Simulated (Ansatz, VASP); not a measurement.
## CoO in VASP and in Ansatz

```xyz
2
Lattice="0.0000 2.1733 2.1733 2.1733 0.0000 2.1733 2.1733 2.1733 0.0000" Properties=species:S:1:pos:R:3 pbc="T T T"
Co    0.0000    0.0000    0.0000
O     2.1733    2.1733    2.1733
```

Change from the starting cell: volume scaled by 1.06.

Alike in both runs: task single point; functional PBE; k mesh 11 × 11 × 11; occupations fermi-dirac, width 0.05 eV; collinear spin, ferromagnetic start.

|  | VASP | Ansatz |
| --- | --- | --- |
| version | VASP 6.6.1 | Ansatz 0.2.0 |
| potentials or method | VASP PAW PBE potentials, release 64 (Co, O) | Ansatz PAW |
| plane-wave cutoff (eV) | 520 | 420 |
| valence electrons in the cell | 15 | 23 |

VASP gave:

| Item | Value |
| --- | --- |
| gap on the k mesh at the Fermi level (eV) | none |
| pressure (GPa) | -11.0 |
| net moment per atom (μB) | 1.49 |
| size of the moment on the site where the two differ most (μB) | 2.61 |

Q: Which values does Ansatz return?

A: gap on the k mesh at the Fermi level (eV): none; pressure (GPa): -10.6; net moment per atom (μB): 1.50; size of the moment on the site where the two differ most (μB): 2.55.

Site moments also hang on the region over which each program counts them. A gap of «none» marks a metal or a gap that the smearing closes. The two sets of potentials don't hold the same shells in valence.

Caveats: a cell with one magnetic atom can't hold antiferromagnetic order, which such compounds often take; semilocal functionals often make such compounds metallic where correlation or magnetic order opens a gap, which also shifts bond lengths; the pressure holds a Pulay correction of +0.7 GPa for the finite cutoff (Ansatz).
